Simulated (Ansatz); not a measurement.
MgI2: rattling a relaxed structure

The structure comes from a generated guess, relaxed at this level; another structure or a mixture of phases may lie lower.

These are results of DFT PBE, scalar-relativistic, plane waves, PAW (Ansatz 0.2.0), not measurements. Plane waves to 420 eV, a k mesh through Γ of 6×4×4 on the computed 6-atom cell and Gaussian smearing (0.02 eV); no spin polarisation.

The cell below (6 atoms, space group Pmn2_1 (No. 31)) is relaxed within its symmetry.

```cif
data_structure
_symmetry_space_group_name_H-M 'P 1'
_symmetry_Int_Tables_number 1
_cell_length_a 4.5207
_cell_length_b 9.3348
_cell_length_c 6.4057
_cell_angle_alpha 90.000
_cell_angle_beta 90.000
_cell_angle_gamma 90.000
_cell_volume 270.31
loop_
_atom_site_label
_atom_site_type_symbol
_atom_site_fract_x
_atom_site_fract_y
_atom_site_fract_z
_atom_site_occupancy
Mg1 Mg 0.00000 0.85986 0.00830 1
Mg2 Mg 0.50000 0.14014 0.50830 1
I1 I 0.50000 0.87077 0.72977 1
I2 I 0.00000 0.12923 0.22977 1
I3 I 0.50000 0.35403 0.76194 1
I4 I 0.00000 0.64597 0.26194 1
```

For the test a repeat of it with 12 atoms (edges 4.52, 9.33, 12.81 Å) was strained at random (σ = 1.5 % a component), the atoms were moved at random (σ = 0.05 Å), and all was relaxed again on a coarse 4×2×1 mesh (in the run’s order of axes) with 0.10 eV smearing, with no symmetry imposed.

Weakly bound directions are ill-defined at this level, which has no dispersion term. These runs have no spin–orbit coupling, which can matter for I.

Question: Does it come back?

Answer: It returns, within 1 meV/atom of the unmoved cell on that mesh and with the same symmetry when read at 0.1 Å (P1 at 0.01 Å, so small strains and shifts remain). So it is stable against the distortions that fit this cell and that this random move excites. Modes that don't fit the cell aren't tested.
